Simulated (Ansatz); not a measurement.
# Hf (Im-3m) in Ansatz: notebook

The runs below take Hf through relaxation of cell and atoms, with PBEsol+D4, RPBE+D3(BJ), RPBE+D4, revPBE+D3(BJ), revPBE+D4, BLYP+D3(BJ).

Everything below comes from runs of Ansatz 0.2.0. Logs are shortened: lines on timing, memory, paths and dates and some standing lists are left out, and cuts for length are marked.

### 1 Starting point

It takes space group Im-3m (No. 229, cubic). Conventional cell: a = 3.610 Å, b = 3.610 Å, c = 3.610 Å, α = 90.00°, β = 90.00°, γ = 90.00°. Around Hf (site symmetry m-3m) lie 8 Hf at 3.13 Å.

This isn't the form of Hf at room conditions, which is hcp.

### 2 Relaxation of cell and atoms, PBEsol+D4

input.yaml

```yaml
crystal:
  lattice:
    - [-1.805, 1.805, 1.805]
    - [1.805, -1.805, 1.805]
    - [1.805, 1.805, -1.805]
  atoms:
    - { symbol: Hf, position: [0.0, 0.0, 0.0] }
hamiltonian:
  xc: pbesol
  pseudopotentials: { kind: paw }
  dispersion: d4
kpoints:
  mp_grid: { grid: [10, 10, 10] }
scf:
  occupations: { method: fermi_dirac, width: 0.05 }
output:
  forces: true
  stress: true
  eigenvalues: true
relax:
  f_tol: 0.01
  max_steps: 40
  cell: { stress_tol: 0.05 }
```

Potentials or basis: Ansatz PAW.

Launch:

```console
$ ansatz run input.yaml --threads 2 --pin off --max-ram 5632MiB --backend cpu --events-out ev --progress --plain --runs-dir out
```

What it wrote:

```text
Warning: RAYON_NUM_THREADS=2 ignored (pool sized by the plan → 2); use --threads N
Engine: ansatz 0.2.0, aarch64-unknown-linux-gnu
Pseudopotentials: kind: paw
Pseudopotential: Hf, paw, valence charge 26, recommended cutoff 420 eV (normal), Hf.paw.azcp
Functional definition: PBEsol
  exchange = pbesol_x
  correlation = pbesol_c
Crystal: 1 atoms, lattice volume = 23.523 Å³
Basis set: ecut = 420 eV, 459 PW (Γ), exchange–correlation on 48×48×48 points (8 copies of the dense FFT grid, shifted against one another)
Bands: 17, of which v1, the nominal top of the filled ones, is band 13 counted from 1 (12 counted from 0)
Symmetry: 48 space group operations
Space group: Im-3m (ITA 229), of the structure as read, at distance tolerance 2.9e-5 Å
k-points: 47 of 1000
Non-local potential: Hf, projectors of the file, l = 0: 3, l = 1: 2, l = 2: 2, l = 3: 3
PAW form: soft (Blöchl's): semilocal exchange-correlation on the pseudo side does not see the compensation charge
PAW frozen core: Hf, regenerated for the run's functional, and the local potential with it (the file was generated under x = pbe(κ = 0.804, μ = 0.2195149727645171), c = pbe(β = 0.06672455060314922))
PAW one-centre angular grid: Hf, 590 points (default); XC on 64 Gauss nodes
Initial density: superposition of atomic densities (neutral atoms: chi_scale 0, normalization atom), corrected by the library's trained network
Initial wavefunctions: pseudopotential atomic-orbital guess
Functional: x = pbesol(κ = 0.804, μ = 0.12345679012345678), c = pbesol(β = 0.046)
SCF iter   1: F=—  HF=-15597.917779 eV  |F-HF|=—  |Δ(HF+E_count)|=         —  Δρ=2.97e-3  dr2=1.25e-3  ethr=1.77e-3  ⟨swp⟩=4.9  Hψ=3363  notcnv=0
preconditioner: auto → Kerker (q_TF=auto, 2.774 Å⁻¹)  [metal: Δε(μ)=0.045 eV  Ē_g=18.333 eV  σ=0.050 eV  W_gap=0.21  n_scr=12 (ndim 8)  ℏωp=37.5 eV  f_vac=0.000  D(μ)=1.77/eV (n_scr^D=18)]
SCF iter   2: F=—  HF=-15597.917637 eV  |F-HF|=—  |Δ(HF+E_count)|=   1.42e-4  Δρ=1.76e-3  dr2=4.94e-4  ethr=4.82e-6  ⟨swp⟩=2.7  Hψ=1758  notcnv=0
SCF iter   3: F=—  HF=-15597.917687 eV  |F-HF|=—  |Δ(HF+E_count)|=   5.03e-5  Δρ=7.62e-4  dr2=9.13e-5  ethr=1.90e-6  ⟨swp⟩=2.0  Hψ=1129  notcnv=0
SCF iter   4: F=—  HF=-15597.917602 eV  |F-HF|=—  |Δ(HF+E_count)|=   8.51e-5  Δρ=1.78e-4  dr2=4.77e-6  ethr=3.51e-7  ⟨swp⟩=2.0  Hψ=1327  notcnv=0
SCF iter   5: F=—  HF=-15597.917603 eV  |F-HF|=—  |Δ(HF+E_count)|=   6.04e-7  Δρ=4.08e-5  dr2=2.90e-7  ethr=1.83e-8  ⟨swp⟩=1.5  Hψ=857  notcnv=0
SCF iter   6: F=-15597.917602 eV  HF=-15597.917602 eV  |F-HF|=7.72e-9  |Δ(HF+E_count)|=   1.15e-7  Δρ=5.90e-6  dr2=4.93e-9  ethr=3.85e-10  ⟨swp⟩=4.8  Hψ=3067  notcnv=0
SCF 1 converged in 6 iterations: F = -15597.917602 eV  dr2 = 4.93e-9
relax step   1: F+E_penalty+E_count = -15597.91760249 eV  Δ(F+E_penalty+E_count) = +0.000e0 eV  max|allowed force component| = 0.000e0 eV/Å  Δτ_max = 0.0000 Å  P = -9.782 GPa  Ω = 23.523 Å³  (6 SCF iters, dr2 threshold 1.00e-7 eV, accepted)
Crystal: 1 atoms, lattice volume = 20.248 Å³
Basis set: ecut = 420 eV, 381 PW (Γ), exchange–correlation on 48×48×48 points (8 copies of the dense FFT grid, shifted against one another)
Initial density: handed on by an earlier stage of this run
Initial wavefunctions: those handed on with the density
iter 1 solved again at ethr=6.66e-6 eV; its pass at ethr=3.10e-3 eV (dr2=1.73e-3 eV) is discarded
SCF iter   1: F=—  HF=-15597.986016 eV  |F-HF|=—  |Δ(HF+E_count)|=         —  Δρ=4.92e-3  dr2=1.90e-3  ethr=6.66e-6  ⟨swp⟩=2.1  Hψ=4916  notcnv=0
preconditioner: auto → Kerker (q_TF=auto, 2.844 Å⁻¹)  [metal: Δε(μ)=0.043 eV  Ē_g=18.583 eV  σ=0.050 eV  W_gap=0.21  n_scr=12 (ndim 8)  ℏωp=40.4 eV  f_vac=0.000  D(μ)=1.55/eV (n_scr^D=18)]
SCF iter   2: F=—  HF=-15597.985297 eV  |F-HF|=—  |Δ(HF+E_count)|=   7.19e-4  Δρ=2.14e-3  dr2=4.96e-4  ethr=6.66e-6  ⟨swp⟩=2.0  Hψ=1405  notcnv=0
SCF iter   3: F=—  HF=-15597.985233 eV  |F-HF|=—  |Δ(HF+E_count)|=   6.36e-5  Δρ=1.23e-3  dr2=1.76e-4  ethr=1.91e-6  ⟨swp⟩=2.0  Hψ=1316  notcnv=0
SCF iter   4: F=—  HF=-15597.985234 eV  |F-HF|=—  |Δ(HF+E_count)|=   1.11e-6  Δρ=4.13e-4  dr2=3.24e-5  ethr=6.79e-7  ⟨swp⟩=2.1  Hψ=1295  notcnv=0
SCF iter   5: F=—  HF=-15597.985216 eV  |F-HF|=—  |Δ(HF+E_count)|=   1.85e-5  Δρ=6.11e-5  dr2=6.85e-7  ethr=1.24e-7  ⟨swp⟩=2.1  Hψ=1483  notcnv=0
SCF iter   6: F=—  HF=-15597.985216 eV  |F-HF|=—  |Δ(HF+E_count)|=   2.53e-7  Δρ=1.53e-5  dr2=4.78e-8  ethr=3.85e-10  ⟨swp⟩=5.9  Hψ=3936  notcnv=0
SCF iter   7: F=-15597.985216 eV  HF=-15597.985216 eV  |F-HF|=6.00e-11  |Δ(HF+E_count)|=   3.68e-8  Δρ=2.25e-6  dr2=4.87e-10  ethr=1.84e-10  ⟨swp⟩=4.2  Hψ=2717  notcnv=0
SCF 2 converged in 7 iterations: F = -15597.985216 eV  dr2 = 4.87e-10
relax step   2: F+E_penalty+E_count = -15597.98521582 eV  Δ(F+E_penalty+E_count) = -6.761e-2 eV  max|allowed force component| = 0.000e0 eV/Å  Δτ_max = 0.0000 Å  P = +4.772 GPa  Ω = 20.248 Å³  energy of the carried Pulay correction = +7.792e-4 eV  (7 SCF iters, dr2 threshold 1.00e-7 eV, accepted)
Crystal: 1 atoms, lattice volume = 21.216 Å³
iter 1 solved again at ethr=1.03e-6 eV; its pass at ethr=3.10e-3 eV (dr2=2.67e-4 eV) is discarded
SCF iter   1: F=—  HF=-15597.997453 eV  |F-HF|=—  |Δ(HF+E_count)|=         —  Δρ=1.77e-3  dr2=2.84e-4  ethr=1.03e-6  ⟨swp⟩=2.1  Hψ=4898  notcnv=0
preconditioner: auto → Kerker (q_TF=auto, 2.822 Å⁻¹)  [metal: Δε(μ)=0.045 eV  Ē_g=18.583 eV  σ=0.050 eV  W_gap=0.22  n_scr=12 (ndim 8)  ℏωp=39.5 eV  f_vac=0.000  D(μ)=1.52/eV (n_scr^D=18)]
SCF iter   2: F=—  HF=-15597.997355 eV  |F-HF|=—  |Δ(HF+E_count)|=   9.78e-5  Δρ=7.94e-4  dr2=7.16e-5  ethr=1.03e-6  ⟨swp⟩=2.0  Hψ=1327  notcnv=0
SCF iter   3: F=—  HF=-15597.997341 eV  |F-HF|=—  |Δ(HF+E_count)|=   1.45e-5  Δρ=4.41e-4  dr2=2.40e-5  ethr=2.75e-7  ⟨swp⟩=2.0  Hψ=1316  notcnv=0
SCF iter   4: F=—  HF=-15597.997341 eV  |F-HF|=—  |Δ(HF+E_count)|=   2.94e-7  Δρ=1.59e-4  dr2=4.90e-6  ethr=9.24e-8  ⟨swp⟩=2.4  Hψ=1383  notcnv=0
SCF iter   5: F=—  HF=-15597.997339 eV  |F-HF|=—  |Δ(HF+E_count)|=   2.29e-6  Δρ=2.17e-5  dr2=9.21e-8  ethr=3.85e-10  ⟨swp⟩=3.7  Hψ=3736  notcnv=0
SCF iter   6: F=-15597.997339 eV  HF=-15597.997339 eV  |F-HF|=1.86e-8  |Δ(HF+E_count)|=   6.89e-8  Δρ=5.64e-6  dr2=6.97e-9  ethr=3.54e-10  ⟨swp⟩=4.5  Hψ=3022  notcnv=0
SCF 3 converged in 6 iterations: F = -15597.997339 eV  dr2 = 6.97e-9
relax step   3: F+E_penalty+E_count = -15597.99733906 eV  Δ(F+E_penalty+E_count) = -1.212e-2 eV  max|allowed force component| = 0.000e0 eV/Å  Δτ_max = 0.0000 Å  P = -0.520 GPa  Ω = 21.216 Å³  energy of the carried Pulay correction = +5.369e-4 eV  (6 SCF iters, dr2 threshold 1.00e-7 eV, accepted)
Crystal: 1 atoms, lattice volume = 21.114 Å³
iter 1 solved again at ethr=5.54e-9 eV; its pass at ethr=3.10e-3 eV (dr2=1.44e-6 eV) is discarded
SCF iter   1: F=—  HF=-15597.997533 eV  |F-HF|=—  |Δ(HF+E_count)|=         —  Δρ=1.72e-4  dr2=2.58e-6  ethr=5.54e-9  ⟨swp⟩=3.0  Hψ=4625  notcnv=0
preconditioner: auto → Kerker (q_TF=auto, 2.825 Å⁻¹)  [metal: Δε(μ)=0.056 eV  Ē_g=18.561 eV  σ=0.050 eV  W_gap=0.27  n_scr=12 (ndim 8)  ℏωp=39.6 eV  f_vac=0.000  D(μ)=1.52/eV (n_scr^D=12)]
SCF iter   2: F=—  HF=-15597.997532 eV  |F-HF|=—  |Δ(HF+E_count)|=   6.87e-7  Δρ=7.49e-5  dr2=6.41e-7  ethr=5.54e-9  ⟨swp⟩=2.0  Hψ=1409  notcnv=0
SCF iter   3: F=—  HF=-15597.997532 eV  |F-HF|=—  |Δ(HF+E_count)|=   8.90e-8  Δρ=4.49e-5  dr2=2.45e-7  ethr=2.47e-9  ⟨swp⟩=2.0  Hψ=1313  notcnv=0
SCF iter   4: F=-15597.997532 eV  HF=-15597.997532 eV  |F-HF|=2.98e-8  |Δ(HF+E_count)|=   1.28e-8  Δρ=1.40e-5  dr2=3.91e-8  ethr=3.85e-10  ⟨swp⟩=4.7  Hψ=3036  notcnv=0
SCF 4 converged in 4 iterations: F = -15597.997532 eV  dr2 = 3.91e-8
relax step   4: F+E_penalty+E_count = -15597.99753225 eV  Δ(F+E_penalty+E_count) = -1.932e-4 eV  max|allowed force component| = 0.000e0 eV/Å  Δτ_max = 0.0000 Å  P = -0.008 GPa  Ω = 21.114 Å³  energy of the carried Pulay correction = +5.619e-4 eV  (4 SCF iters, dr2 threshold 1.00e-7 eV, accepted)
Initial wavefunctions: pseudopotential atomic-orbital guess (no wavefunctions were taken with the density)
iter 1 solved again at ethr=1.49e-9 eV; its pass at ethr=3.10e-3 eV (dr2=3.86e-7 eV) is discarded
SCF iter   1: F=—  HF=-15597.997036 eV  |F-HF|=—  |Δ(HF+E_count)|=         —  Δρ=1.04e-4  dr2=3.06e-7  ethr=1.49e-9  ⟨swp⟩=4.3  Hψ=6344  notcnv=0
preconditioner: auto → Kerker (q_TF=auto, 2.825 Å⁻¹)  [metal: Δε(μ)=0.056 eV  Ē_g=18.564 eV  σ=0.050 eV  W_gap=0.27  n_scr=12 (ndim 8)  ℏωp=39.6 eV  f_vac=0.000  D(μ)=1.52/eV (n_scr^D=12)]
SCF iter   2: F=—  HF=-15597.997034 eV  |F-HF|=—  |Δ(HF+E_count)|=   1.85e-6  Δρ=8.29e-5  dr2=6.66e-7  ethr=1.18e-9  ⟨swp⟩=3.1  Hψ=1715  notcnv=0
SCF iter   3: F=—  HF=-15597.997034 eV  |F-HF|=—  |Δ(HF+E_count)|=   1.97e-7  Δρ=4.57e-5  dr2=1.56e-7  ethr=1.18e-9  ⟨swp⟩=2.1  Hψ=1356  notcnv=0
SCF iter   4: F=—  HF=-15597.997034 eV  |F-HF|=—  |Δ(HF+E_count)|=   8.41e-9  Δρ=6.07e-6  dr2=3.66e-9  ethr=6.02e-10  ⟨swp⟩=2.7  Hψ=1317  notcnv=0
SCF iter   5: F=—  HF=-15597.997034 eV  |F-HF|=—  |Δ(HF+E_count)|=  6.15e-10  Δρ=1.36e-6  dr2=1.28e-10  ethr=1.41e-11  ⟨swp⟩=2.1  Hψ=1412  notcnv=0
SCF iter   6: F=—  HF=-15597.997034 eV  |F-HF|=—  |Δ(HF+E_count)|=  4.73e-11  Δρ=2.69e-7  dr2=1.14e-11  ethr=1.00e-12  ⟨swp⟩=2.1  Hψ=1328  notcnv=0
SCF iter   7: F=-15597.997034 eV  HF=-15597.997034 eV  |F-HF|=5.46e-12  |Δ(HF+E_count)|=  9.09e-12  Δρ=5.54e-8  dr2=6.86e-13  ethr=1.00e-12  ⟨swp⟩=5.2  Hψ=3423  notcnv=0
SCF 5 converged in 7 iterations: F = -15597.997034 eV  dr2 = 6.86e-13
relax step   5: F+E_penalty+E_count = -15597.99703389 eV  Δ(F+E_penalty+E_count) = +4.984e-4 eV  max|allowed force component| = 0.000e0 eV/Å  Δτ_max = 0.0000 Å  P = -0.019 GPa  Ω = 21.114 Å³  stress off target by 1.94e-2 GPa  SCF on the basis re-selected at this cell (its energy is not comparable with the rows above)  (7 SCF iters)
basis re-selected at this cell: Δ(F+E_penalty+E_count) = +4.984e-4 eV, ΔP = -0.011 GPa vs the last step (what re-selecting the basis moved, of the pressure what is left beyond the Pulay correction that the steps carried, after the strain that the cell walked since its last selection, with what the two solves' SCF thresholds leave and, on support functions, any second-order correction that the steps lacked; it is no measure of the basis error at this ecutwfc). This SCF's stress stands 1.94e-2 GPa from its target on what of the cell is left free (relax.cell.stress_tol is 5.00e-2 GPa) and its largest allowed force component is 0.00e0 eV/Å (relax.f_tol is 1.00e-2 eV/Å): within both
SCF converged after 7 iterations
Free energy (F): -15597.997034 eV
Harris-Foulkes:  -15597.997034 eV  (|F-HF|=5.46e-12)
Internal energy: -15597.984128 eV  (E = F + TS)
E sigma→0 (E₀):  -15597.990581 eV
Entropy (-TS):   -0.012906 eV (-12.906 meV/atom)
Fermi energy:    20.698951 eV
--- Per-component energies (eV) ---
  E_band       = 69.836117
  E_kinetic    = 426.955444
  E_local      = -4920.137168  (includes V_loc(G=0)·N_el)
  E_nonlocal   = -1238.589890
  E_hartree    = 2325.196846
  E_xc         = -298.433267
  E_vxc        = -266.885379  (∫ρ·V_xc dr)
  E_paw        = -6807.696537  (= ΣΔE_a)
  E_vpaw       = 1418.099468  (= ΣTr[D̂ρ^β])
  E_aug_tail   = -0.000001  (compensation charges beyond the density's cutoff)
  E_ewald      = -5086.401075
  E_disp       = -0.129572  (pairwise vdW)
  E_core_change = 1.251092  (= ΣΔE_core)
  E_smearing   = -0.012906  (= −TS)
  E_closure    = 0.000000  (closes the sum)
  Σ components = -15597.997034   (vs F -15597.997034, Δ=0.00e0)
--- Forces (eV/Å), atoms counted from 1 ---
  atom   1  Hf     0.00000000     0.00000000     0.00000000
  max |Σ_I F_I| component: 1.64e-30 eV/Å
--- Stress (GPa, compression-positive) ---
       -0.019435       0.000000      -0.000000
        0.000000      -0.019435       0.000000
        0.000000       0.000000      -0.019435
  P = ⅓ Tr σ = -0.0194 GPa (-0.194 kbar)
--- Band table (eV; the first three rows and the last of 47) ---
  k-point 0: bands = ["-40.6796", "-8.8877", "-8.8877", "-8.8877", "9.3581", "9.3581", "9.3581", "9.4453", "9.4453", "9.4453", "9.4820", "13.4644", "22.2180", "22.2180", "22.2180", "25.1824", "25.1824"]
  k-point 1: bands = ["-40.6712", "-8.9903", "-8.9192", "-8.8882", "9.3607", "9.3641", "9.3642", "9.4395", "9.4429", "9.4432", "9.4743", "13.8560", "21.9491", "22.0982", "22.6134", "24.7933", "25.1828"]
  k-point 2: bands = ["-40.6491", "-9.2509", "-9.0010", "-8.8898", "9.3665", "9.3803", "9.3804", "9.4257", "9.4301", "9.4391", "9.4627", "14.9084", "21.3290", "21.5581", "23.7603", "24.5373", "25.2534"]
  k-point 46: bands = ["-40.5249", "-9.5816", "-9.5816", "-9.5816", "9.3399", "9.3965", "9.3965", "9.3965", "9.4560", "9.4560", "9.4560", "17.8475", "17.8475", "27.8903", "27.8903", "27.8903", "28.3782"]
--- Relaxed structure (4 steps of the walk, 4 accepted, 1 SCFs on fresh bases) ---
  F+E_penalty+E_count = -15597.99703389 eV   max|allowed force component| = 0.000e0 eV/Å   (the final SCF, on the basis selected at the relaxed cell)
  cell:  # Å, volume = 21.1141 Å³
    - [-1.7411565369985433, 1.7411565369985433, 1.7411565369985433]
    - [1.7411565369985433, -1.7411565369985433, 1.7411565369985433]
    - [1.7411565369985433, 1.7411565369985433, -1.7411565369985433]
  atoms:
    - { symbol: Hf, position: [0.0, 0.0, 0.0] }
```

It took 4.6 s on 2 threads of Arm Neoverse V1, shared host; peak memory 0.3 GiB.

Results:

| Quantity | Value |
| --- | --- |
| Free energy | -15597.9970 eV |
| Relaxed volume | 21.11 Å³/atom |
| Relaxed cell | a = 3.016 Å, b = 3.016 Å, c = 3.016 Å, α = 109.47°, β = 109.47°, γ = 109.47° |
| Space group after relaxing (to 0.05 Å) | Im-3m (No. 229) |
| Energy gained by relaxing | 79.4 meV/atom |
| Ionic steps | 5 |
| Pressure after relaxing | 0.0 GPa |
| Band gap on the k mesh | none (metal or under the smearing width) |

The path:
| step | energy change (eV) | largest force (eV/Å) | volume (Å³) |
| --- | --- | --- | --- |
| 1 | 0.0000 | 0.0000 | 23.52 |
| 2 | -0.0676 | 0.0000 | 20.25 |
| 3 | -0.0797 | 0.0000 | 21.22 |
| 4 | -0.0799 | 0.0000 | 21.11 |
| 5 | -0.0794 | 0.0000 | 21.11 |

Final structure:
```
Hf
1.0
    -1.74116    1.74116    1.74116
     1.74116   -1.74116    1.74116
     1.74116    1.74116   -1.74116
Hf
1
Direct
  0.00000 0.00000 0.00000
```

Caveat: the plane-wave basis is chosen anew once the cell has moved, so the energies of steps on either side of that aren't comparable; the volume moved by -10 % from the deposited cell, more than functionals usually miss; pairwise dispersion overbinds metals, which lowers pressure and volume; the PAW data sets come from PBE, with cores solved anew for the run's functional, which leaves a small shift of forces and pressure.

### 3 Relaxation of cell and atoms, RPBE+D3(BJ)

Edit input.yaml of step 2 so:

```diff
@@ -8,5 +8,5 @@
 hamiltonian:
-  xc: pbesol
+  xc: rpbe
   pseudopotentials: { kind: paw }
-  dispersion: d4
+  dispersion: d3bj
 kpoints:
```

Potentials or basis: Ansatz PAW.

Launch:

```console
$ ansatz run input.yaml --threads 2 --pin off --max-ram 5632MiB --backend cpu --events-out ev --progress --plain --runs-dir out
```

Run time: 4.9 s. Hardware: 2 threads of Arm Neoverse V1, shared host; peak memory 0.3 GiB.

Results (log left out):

```yaml
Free_energy: -15737.5551 eV
Relaxed_volume: 17.34 Å³/atom
Relaxed_cell: a = 2.824 Å, b = 2.824 Å, c = 2.824 Å, α = 109.47°, β = 109.47°, γ = 109.47°
Space_group_after_relaxing_to_0.05_Å: Im-3m (No. 229)
Energy_gained_by_relaxing: 666.4 meV/atom
Ionic_steps: 6
Pressure_after_relaxing: 0.0 GPa
Band_gap_on_the_k_mesh: none (metal or under the smearing width)
```

The path:
```csv
step,energy change (eV),largest force (eV/Å),volume (Å³)
1,0.0000,0.0000,23.52
2,-0.4869,0.0000,20.25
3,-0.6677,0.0000,17.29
4,-0.6678,0.0000,17.35
5,-0.6678,0.0000,17.34
6,-0.6664,0.0000,17.34
```

Final structure:
```yaml
crystal:
  lattice:
    - [-1.63040, 1.63040, 1.63040]
    - [1.63040, -1.63040, 1.63040]
    - [1.63040, 1.63040, -1.63040]
  atoms:
    - { symbol: Hf, position: [0.00000, 0.00000, 0.00000] }
```

Levels at points of the mesh, in eV from the Fermi level:
| k point | band 11 | band 12 | band 13 | band 14 | band 15 | band 16 |
| --- | --- | --- | --- | --- | --- | --- |
| (0.00, 0.00, 0.00) | -10.76 | -7.79 | 1.63 | 1.63 | 1.63 | 5.19 |
| (0.00, 0.00, -0.50) | -10.80 | -4.30 | -1.11 | 2.35 | 5.24 | 6.51 |
| (-0.50, -0.50, -0.50) | -10.80 | -3.93 | -3.93 | 8.81 | 8.81 | 8.81 |

Caveat: the volume moved by over 15 % at a fixed basis, so the end points are rough; the plane-wave basis is chosen anew once the cell has moved, so the energies of steps on either side of that aren't comparable; the volume moved by -26 % from the deposited cell, more than functionals usually miss; pairwise dispersion overbinds metals, which lowers pressure and volume; the PAW data sets come from PBE, with cores solved anew for the run's functional, which leaves a small shift of forces and pressure.

(Part 1 of 2 ends here.)
